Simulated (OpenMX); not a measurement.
Co under changes of volume

One of the cells (10.640 Å³/atom); the others are scaled copies at fixed shape and fractional positions:

```
Co
1.0
     2.47200    0.00000    0.00000
    -1.23600    2.14081    0.00000
     0.00000    0.00000    4.02114
Co
2
Direct
  0.66667 0.33333 0.75000
  0.33333 0.66667 0.25000
```

```yaml
Program: OpenMX 3.8.5
Functional: PBE
Potentials_or_basis: OpenMX 2013 PBE set, Co6.0H-s2p2d1, fixed grid of 28 × 28 × 54 points
k_mesh: 13 × 13 × 7
Occupations: fermi-dirac, width 0.05 eV
Spin: collinear spin, ferromagnetic start
Starting_moments: "[2.0, 2.0] μB"
```

```csv
volume (Å³/atom),energy over the lowest point (meV/atom),moment (μB per cell),largest force (eV/Å)
10.002,80.37,3.10,0.043
10.215,48.06,3.13,0.040
10.427,24.68,3.15,0.038
10.640,9.38,3.18,0.037
10.853,1.61,3.20,0.035
11.066,0.00,3.22,0.033
11.279,?,?,?
```

**Question.** What does the run at 11.279 Å³/atom give?

**Answer.** Energy over the lowest point 4.09 meV/atom; moment 3.24 μB per cell; largest force 0.031 eV/Å.

Worked out: A Birch-Murnaghan fit of order 3 (a polynomial in V^(-2/3)) to the other rows has its minimum at 11.01 Å³/atom with B0 = V·E''(V) = 234 GPa and B' = 4.6 at fixed shape and positions, which overstates the stiffness. It gives 4.43 meV/atom at 11.279 Å³/atom, against the run's 4.09. A straight line through the other rows of the moment, of slope 0.113 μB per Å³/atom, extrapolates to 3.25 μB, against the run's 3.24.

Energies are extrapolated to zero smearing.

Caveats: the transition metal has a single d function, too few for pressures, volumes and moments; the basis of atomic orbitals isn't converged, which shifts pressures, moduli and gaps.
